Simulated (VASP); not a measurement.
# Na (P6_3/mmc) in VASP: notebook, part 2 of 2

VASP 6.6.1. Earlier steps stand in the parts before.

## Step 4: Single point, PBE (Rb replaced by Cs, lengths x 1.065, strained and moved within the space group)

INCAR

```
SYSTEM = Cs
  PREC = Accurate
  ENCUT = 520
  EDIFF = 1E-6
  ISMEAR = 0
  SIGMA = 0.1
  LREAL = .FALSE.
  LASPH = .TRUE.
  NELM = 100
  ALGO = Fast
  ISIF = 2
  LWAVE = .FALSE.
  LCHARG = .FALSE.
  GGA = PE
  NBANDS = 16
```

KPOINTS

```
Automatic mesh
0
G
  6 6 2
  0 0 0
```

POSCAR

```
Cs
1.0
    5.3475242066      0.0000000000      0.0000000000
   -2.6737621033      4.6310918102      0.0000000000
    0.0000000000      0.0000000000      8.8723020927
Cs
2
Direct
    0.3333333300      0.6666666700      0.2500000000
    0.6666666700      0.3333333300      0.7500000000
```

Potentials or basis: VASP PAW PBE potentials, release 64 (Cs_sv).

Command:

```sh
$ cat potpaw_PBE.64/Cs_sv/POTCAR > POTCAR
$ mpirun -np 1 vasp_std > vasp.out
```

OUTCAR:

```text
SYSTEM = Cs
   PREC = Accurate
   ENCUT = 520
   EDIFF = 1E-6
   ISMEAR = 0
   LREAL = .FALSE.
   LASPH = .TRUE.
   NELM = 100
   ISIF = 2
   GGA = PE

 ion  position               nearest neighbor table
   1  0.333  0.667  0.250-
   2  0.667  0.333  0.750-

  LATTYP: Found a hexagonal cell.
 ALAT       =     5.3475242066
 C/A-ratio  =     1.6591420160

  Lattice vectors:

 A1 = (   5.3475242066,   0.0000000000,   0.0000000000)
 A2 = (  -2.6737621033,   4.6310918102,   0.0000000000)
 A3 = (   0.0000000000,   0.0000000000,   8.8723020927)

Analysis of symmetry for initial positions (statically):
=====================================================================
 Subroutine PRICEL returns:
 Original cell was already a primitive cell.

 Routine SETGRP: Setting up the symmetry group for a
 hexagonal supercell.

 Subroutine GETGRP returns: Found 24 space group operations
 (whereof 12 operations were pure point group operations)
 out of a pool of 24 trial point group operations.

The static configuration has the point symmetry D_3d.
 The point group associated with its full space group is D_6h.

Analysis of symmetry for dynamics (positions and initial velocities):
=====================================================================
 Subroutine PRICEL returns:
 Original cell was already a primitive cell.

 Routine SETGRP: Setting up the symmetry group for a
 hexagonal supercell.

 Subroutine GETGRP returns: Found 24 space group operations
 (whereof 12 operations were pure point group operations)
 out of a pool of 24 trial point group operations.

The dynamic configuration has the point symmetry D_3d.
 The point group associated with its full space group is D_6h.

 Subroutine INISYM returns: Found 24 space group operations
 (whereof 12 operations are pure point group operations),
 and found     1 'primitive' translations

[... 104 lines left out ...]
  volume/ion in A,a.u.               =     109.86       741.38
  Fermi-wavevector in a.u.,A,eV,Ry     =   0.711009  1.343611  6.878197  0.505533
  Thomas-Fermi vector in A             =   1.798007
   LORBIT       =      0    0 simple, 1 ext, 2 COOP (PROOUT), +10 PAW based schemes
   GGA     = PE    functional components
   LHFCALC =     F    Hartree Fock is set to
   AEXX    =    0.0000 exact exchange contribution
   IVDW    =     0    specifies the selected vdW correction
   LEPSILON=     F    determine dielectric tensor
   LRPA    =     F    only Hartree local field effects (RPA)
 non-spin polarized calculation
 RMM-DIIS sequential band-by-band and
 Gauss-broadening in eV      SIGMA  =   0.10
  energy-cutoff  :      520.00
  volume of cell :      219.72
 maximum number of plane-waves:      5940
 NGX is ok and might be reduce to    40
   NGX = 19   NGY = 19   NGZ = 33

 number of electron      18.0000001 magnetization

 Free energy of the ion-electron system (eV)
  ---------------------------------------------------
  ext. energy  EPLUGINS =         0.00000000
  ---------------------------------------------------
  free energy    TOTEN  =        -1.72246837 eV

  energy without entropy =       -1.71734294  energy(sigma->0) =       -1.71990566

 E-fermi :   0.5891     XC(G=0):  -5.5232

 val. band max:        0.5657372379   @ k =   0.5000   0.0000   0.0000
 cond. band min:       0.7218932356   @ k =   0.5000   0.0000   0.5000
 fundamental gap:      0.1561559977
 Fermi energy:         0.5891258846

 k-point     1 :       0.0000    0.0000    0.0000
  band No.  band energies     occupation
      1     -23.2581      2.00000
      2     -23.2511      2.00000
      3     -10.1476      2.00000
      4     -10.0152      2.00000
      5     -10.0152      2.00000
      6      -9.9956      2.00000
[... 243 lines left out ...]
      3     -10.1206      2.00000
      4     -10.1206      2.00000
      5     -10.0939      2.00000
      6     -10.0939      2.00000
[... 8 lines left out ...]
     15       3.3175      0.00000
     16       3.3175      0.00000

------------------------ aborting loop because EDIFF is reached ----------------------------------------

  FORCE on cell =-STRESS in cart. coord.  units (eV):
  Direction    XX          YY          ZZ          XY          YZ          ZX
  --------------------------------------------------------------------------------------
  -------------------------------------------------------------------------------------
  Total        0.3056708      0.3056708      0.0219074      0.0000000      0.0000000     -0.0000000
  in kB        2.2289079      2.2289079      0.1597458      0.0000000      0.0000000     -0.0000000
  external PRESSURE =       1.5391872 kB  Pullay stress =       0.0000000 kB

 VOLUME and BASIS-vectors are now :
 -----------------------------------------------------------------------------
  energy-cutoff  :      520.00
  volume of cell :      219.72
      direct lattice vectors                 reciprocal lattice vectors
     5.347524207  0.000000000  0.000000000     0.187002426  0.107965901  0.000000000
    -2.673762103  4.631091810  0.000000000     0.000000000  0.215931802  0.000000000
     0.000000000  0.000000000  8.872302093     0.000000000  0.000000000  0.112710319

 POSITION                                       TOTAL-FORCE (eV/Angst)
 -----------------------------------------------------------------------------------
     -0.00000      3.08739      2.21808        -0.000000      0.000000      0.000000
      2.67376      1.54370      6.65423         0.000000     -0.000000      0.000000
 -----------------------------------------------------------------------------------
    total drift:                               -0.000005      0.000003     -0.000000

  FREE ENERGIE OF THE ION-ELECTRON SYSTEM (eV)
  ---------------------------------------------------
  free  energy   TOTEN  =        -1.7224683685 eV

  energy  without entropy=       -1.7173429419  energy(sigma->0) =       -1.71990566
```

OSZICAR:

```text
N       E                     dE             d eps       ncg     rms          rms(c)
DAV:   1     0.134212229254E+03    0.13421E+03   -0.60793E+03   448   0.817E+02
DAV:   2     0.147374824910E+02   -0.11947E+03   -0.11456E+03   728   0.154E+02
DAV:   3    -0.138572681155E+01   -0.16123E+02   -0.16024E+02   552   0.607E+01
DAV:   4    -0.171779977097E+01   -0.33207E+00   -0.33202E+00   600   0.994E+00
DAV:   5    -0.172025198074E+01   -0.24522E-02   -0.24522E-02   576   0.866E-01    0.187E-01
RMM:   6    -0.172070188924E+01   -0.44991E-03   -0.28189E-03   467   0.248E-01    0.127E-01
RMM:   7    -0.172226482854E+01   -0.15629E-02   -0.81137E-03   478   0.392E-01    0.542E-02
RMM:   8    -0.172245660776E+01   -0.19178E-03   -0.44966E-04   546   0.115E-01    0.615E-03
RMM:   9    -0.172246711035E+01   -0.10503E-04   -0.96460E-05   621   0.437E-02    0.339E-03
RMM:  10    -0.172246867878E+01   -0.15684E-05   -0.22597E-05   625   0.190E-02    0.193E-03
RMM:  11    -0.172246836845E+01    0.31032E-06   -0.52405E-06   551   0.877E-03
   1 F= -.17224684E+01 E0= -.17199057E+01  d E =-.512543E-02
```

stdout:

```text
POSCAR found type information on POSCAR Cs
 POSCAR found :  1 types and       2 ions
 scaLAPACK will be used
 LDA part: xc-table for (Slater+PW92), standard interpolation
 POSCAR, INCAR and KPOINTS ok, starting setup
 FFT: planning ... GRIDC
 FFT: planning ... GRID_SOFT
 FFT: planning ... GRID
 WAVECAR not read
 entering main loop
```

Wall time 24 s (1 thread of AMD EPYC 9R45 (Zen 5), shared host); peak memory 0.29 GiB.

Results:

```yaml
Free_energy: -1.7225 eV
Pressure: 0.2 GPa
Band_gap_on_the_k_mesh: none (metal or under the smearing width)
```

Stress tensor (GPa, compression positive):
```
0.22 0.00 0.00
0.00 0.22 0.00
0.00 0.00 0.02
```

Levels at points of the mesh, in eV from the Fermi level:
```
           k point  band 6  band 7  band 8  band 9  band 10  band 11  band 12  band 13
(0.00, 0.00, 0.00)  -10.58  -10.58  -10.58   -1.74    -0.09     0.74     2.36     2.41
(0.50, 0.00, 0.00)  -10.64  -10.62  -10.61   -0.02     0.34     0.72     0.96     1.63
(0.00, 0.00, 0.50)  -10.59  -10.59  -10.59   -1.12    -1.12     1.59     1.59     2.43
(0.50, 0.00, 0.50)  -10.63  -10.62  -10.62    0.13     0.13     0.94     0.94     1.65
```

Spin-orbit coupling is left out, which matters for the levels of Cs.

## Step 5: Single point, PBE (strained and moved within a subgroup)

INCAR

```
SYSTEM = Rb
  ALGO = Fast
  EDIFF = 1E-6
  ENCUT = 520
  GGA = PE
  ISIF = 2
  ISMEAR = 0
  LASPH = .True.
  LCHARG = .True.
  LELF = .True.
  LREAL = .False.
  LVHAR = .True.
  LWAVE = .False.
  NBANDS = 16
  NELM = 100
  PREC = Accurate
  SIGMA = 0.1
```

KPOINTS

```
k-points
0
Gamma
  9 9 6
  0 0 0
```

POSCAR

```
Rb
1.0
    5.0745196992      0.0000000000      0.0000000000
   -2.5372598496      4.3946629715      0.0000000000
    0.0000000000      0.0000000000      9.1791340622
Rb
2
Direct
    0.3333333300      0.6666666700      0.2500000000
    0.6666666700      0.3333333300      0.7500000000
```

Potentials or basis: VASP PAW PBE potentials, release 64 (Rb_sv).

Command:

```sh
$ cat potpaw_PBE.64/Rb_sv/POTCAR > POTCAR
$ mpirun -np 1 vasp_std > vasp.out
```

OUTCAR:

```text
SYSTEM = Rb
   EDIFF = 1E-6
   ENCUT = 520
   GGA = PE
   ISIF = 2
   ISMEAR = 0
   LASPH = .True.
   LREAL = .False.
   NELM = 100
   PREC = Accurate

 ion  position               nearest neighbor table
   1  0.333  0.667  0.250-   2 5.44   2 5.44   2 5.44   2 5.44   2 5.44   2 5.44
   2  0.667  0.333  0.750-   1 5.44   1 5.44   1 5.44   1 5.44   1 5.44   1 5.44

  LATTYP: Found a hexagonal cell.
 ALAT       =     5.0745196992
 C/A-ratio  =     1.8088675592

  Lattice vectors:

 A1 = (   5.0745196992,   0.0000000000,   0.0000000000)
 A2 = (  -2.5372598496,   4.3946629715,   0.0000000000)
 A3 = (   0.0000000000,   0.0000000000,   9.1791340622)

Analysis of symmetry for initial positions (statically):
=====================================================================
 Subroutine PRICEL returns:
 Original cell was already a primitive cell.

 Routine SETGRP: Setting up the symmetry group for a
 hexagonal supercell.

 Subroutine GETGRP returns: Found 24 space group operations
 (whereof 12 operations were pure point group operations)
 out of a pool of 24 trial point group operations.

The static configuration has the point symmetry D_3d.
[... 166 lines left out ...]
 E-fermi :  -0.2417     XC(G=0):  -5.1887

 val. band max:       -0.2708983575   @ k =   0.2222   0.0000   0.1667
 cond. band min:      -0.2330015501   @ k =   0.1111  -0.0000   0.0000
 fundamental gap:      0.0378968074
 Fermi energy:        -0.2417411744

 k-point     1 :       0.0000    0.0000    0.0000
  band No.  band energies     occupation
      1     -29.2055      2.00000
      2     -29.2043      2.00000
      3     -13.3069      2.00000
      4     -13.2621      2.00000
      5     -13.2581      2.00000
      6     -13.2581      2.00000
[... 433 lines left out ...]
      3     -13.3070      2.00000
      4     -13.3037      2.00000
      5     -13.3037      2.00000
      6     -13.2977      2.00000
[... 8 lines left out ...]
     15       2.3073      0.00000
     16       3.1490      0.00000

 [... further k-points ...]

------------------------ aborting loop because EDIFF is reached ----------------------------------------

  FORCE on cell =-STRESS in cart. coord.  units (eV):
  Direction    XX          YY          ZZ          XY          YZ          ZX
  --------------------------------------------------------------------------------------
  -------------------------------------------------------------------------------------
  Total       -0.1894798     -0.1894798     -0.5299417     -0.0000000      0.0000000      0.0000000
  in kB       -1.4830343     -1.4830343     -4.1477874     -0.0000000      0.0000000      0.0000000
  external PRESSURE =      -2.3712854 kB  Pullay stress =       0.0000000 kB

 VOLUME and BASIS-vectors are now :
 -----------------------------------------------------------------------------
  energy-cutoff  :      520.00
  volume of cell :      204.70
      direct lattice vectors                 reciprocal lattice vectors
     5.074519699  0.000000000  0.000000000     0.197062985  0.113774368  0.000000000
    -2.537259850  4.394662971  0.000000000     0.000000000  0.227548735  0.000000000
     0.000000000  0.000000000  9.179134062     0.000000000  0.000000000  0.108942738

 POSITION                                       TOTAL-FORCE (eV/Angst)
 -----------------------------------------------------------------------------------
     -0.00000      2.92978      2.29478         0.000000     -0.000000      0.000000
      2.53726      1.46489      6.88435        -0.000000      0.000000      0.000000
 -----------------------------------------------------------------------------------
    total drift:                               -0.000006      0.000003     -0.000000

  FREE ENERGIE OF THE ION-ELECTRON SYSTEM (eV)
  ---------------------------------------------------
  free  energy   TOTEN  =        -1.8501224203 eV

  energy  without entropy=       -1.8407792483  energy(sigma->0) =       -1.84545083
```

stdout:

```text
POSCAR found type information on POSCAR Rb
 POSCAR found :  1 types and       2 ions
 scaLAPACK will be used
 LDA part: xc-table for (Slater+PW92), standard interpolation
 POSCAR, INCAR and KPOINTS ok, starting setup
 FFT: planning ... GRIDC
 FFT: planning ... GRID_SOFT
 FFT: planning ... GRID
 WAVECAR not read
 entering main loop
WARNING in EDDRMM: call to ZHEGV failed, returncode =   8  4     15
```

It took 86 s on 1 thread of AMD EPYC 9R45 (Zen 5), shared host; peak memory 0.34 GiB.

Results:

```yaml
Free_energy: -1.8501 eV
Pressure: -0.2 GPa
Band_gap_on_the_k_mesh: none (metal or under the smearing width)
```

Stress tensor (GPa, compression positive):
```
-0.15  0.00  0.00
 0.00 -0.15  0.00
 0.00  0.00 -0.41
```

Levels at points of the mesh, in eV from the Fermi level:
```csv
k point,band 6,band 7,band 8,band 9,band 10,band 11,band 12,band 13
"(0.00, 0.00, 0.00)",-13.02,-13.01,-13.01,-1.81,-0.12,0.38,3.03,3.55
"(0.00, 0.00, 0.50)",-13.01,-13.01,-13.01,-1.29,-1.29,1.89,1.89,3.60
```

## Step 6: Single point, PBE (strained and moved within the space group)

INCAR

```
SYSTEM = Rb
ALGO = Fast ; EDIFF = 1E-6
ENCUT = 520 ; GGA = PE
ISIF = 2 ; ISMEAR = 0
LASPH = .True. ; LCHARG = .True.
LELF = .True. ; LREAL = .False.
LVHAR = .True. ; LWAVE = .False.
NBANDS = 16 ; NELM = 100
PREC = Accurate ; SIGMA = 0.1
```

KPOINTS is that of step 5.

POSCAR

```
Rb
1.0
    4.8966359834      0.0000000000      0.0000000000
   -2.4483179917      4.2406111546      0.0000000000
    0.0000000000      0.0000000000      8.8839997153
Rb
2
Direct
    0.3333333300      0.6666666700      0.2500000000
    0.6666666700      0.3333333300      0.7500000000
```

Potentials or basis: VASP PAW PBE potentials, release 64 (Rb_sv).

Command:

```sh
$ cat potpaw_PBE.64/Rb_sv/POTCAR > POTCAR
$ mpirun -np 1 vasp_std > vasp.out
```

Run time: 69 s. Hardware: 1 thread of AMD EPYC 9R45 (Zen 5), shared host; peak memory 0.3 GiB.

The run converged. Its results:

- Free energy: -1.8658 eV
- Pressure: 0.0 GPa
- Band gap on the k mesh: none (metal or under the smearing width)

Stress tensor (GPa, compression positive):
```
 0.12  0.00  0.00
 0.00  0.12  0.00
 0.00  0.00 -0.26
```

Levels at points of the mesh, in eV from the Fermi level:
| k point | band 6 | band 7 | band 8 | band 9 | band 10 | band 11 | band 12 | band 13 |
| --- | --- | --- | --- | --- | --- | --- | --- | --- |
| (0.00, 0.00, 0.00) | -12.95 | -12.94 | -12.94 | -1.95 | -0.14 | 0.39 | 3.08 | 3.65 |
| (0.00, 0.00, 0.50) | -12.95 | -12.95 | -12.95 | -1.38 | -1.38 | 1.93 | 1.93 | 3.71 |

## Step 7: Single point, PBE (Rb replaced by Cs, lengths x 1.065, strained and moved within the space group)

INCAR

```
SYSTEM = Cs
PREC = Accurate
ENCUT = 520
EDIFF = 1E-6
ISMEAR = 0
SIGMA = 0.1
LREAL = .FALSE.
LASPH = .TRUE.
NELM = 100
ALGO = Fast
ISIF = 2
LWAVE = .FALSE.
LCHARG = .FALSE.
GGA = PE
NBANDS = 16
```

KPOINTS

```
regular mesh
0
G
  9 9 6
  0 0 0
```

POSCAR

```
Cs
1.0
    5.3475242066      0.0000000000      0.0000000000
   -2.6737621033      4.6310918102      0.0000000000
    0.0000000000      0.0000000000      8.8723020927
Cs
2
Direct
    0.3333333300      0.6666666700      0.2500000000
    0.6666666700      0.3333333300      0.7500000000
```

Potentials or basis: VASP PAW PBE potentials, release 64 (Cs_sv).

Command:

```sh
$ cat potpaw_PBE.64/Cs_sv/POTCAR > POTCAR
$ mpirun -np 1 vasp_std > vasp.out
```

It took 85 s on 1 thread of AMD EPYC 9R45 (Zen 5), shared host; peak memory 0.35 GiB.

The run converged. Its results:

```yaml
Free_energy: -1.7036 eV
Pressure: 0.1 GPa
Band_gap_on_the_k_mesh: none (metal or under the smearing width)
```

Levels at points of the mesh, in eV from the Fermi level:
```
           k point  band 7  band 8  band 9  band 10  band 11  band 12
(0.00, 0.00, 0.00)  -10.58  -10.58   -1.74    -0.09     0.75     2.37
(0.00, 0.00, 0.50)  -10.59  -10.59   -1.12    -1.12     1.59     1.59
```

The run has no spin-orbit coupling, so splittings on Cs are missing.

## Step 8: Summary

| potentials or basis | cell | k mesh | gap on the mesh (eV) | pressure (GPa) |
| --- | --- | --- | --- | --- |
| VASP PAW PBE potentials, release 64 (Na_pv) | Rb replaced by Na, lengths x 0.853, strained and moved within the space group | 6 × 6 × 4 | none | -1.5 |
| VASP PAW PBE potentials, release 64 (Li_sv) | Rb replaced by Li, lengths x 0.749, strained and moved within the space group | 6 × 6 × 4 | none | - |
| VASP PAW PBE potentials, release 64 (Cs_sv) | Rb replaced by Cs, lengths x 1.065, strained and moved within the space group | 6 × 6 × 2 | none | 0.2 |
| VASP PAW PBE potentials, release 64 (Rb_sv) | strained and moved within a subgroup | 9 × 9 × 6 | none | -0.2 |
| VASP PAW PBE potentials, release 64 (Rb_sv) | strained and moved within the space group | 9 × 9 × 6 | none | 0.0 |
| VASP PAW PBE potentials, release 64 (Cs_sv) | Rb replaced by Cs, lengths x 1.065, strained and moved within the space group | 9 × 9 × 6 | none | 0.1 |

Alike in all rows: task single point; level PBE; no spin polarisation; cutoff (eV) 520; smearing gaussian 0.1 eV.

Caveats: the cutoff is under 1.25 times the usual one of these potentials, so pressure, stress and relaxed cells hold a basis-set (Pulay) error (some runs).

Total energies depend on the potentials used, so only differences within one code and one set of settings carry meaning.
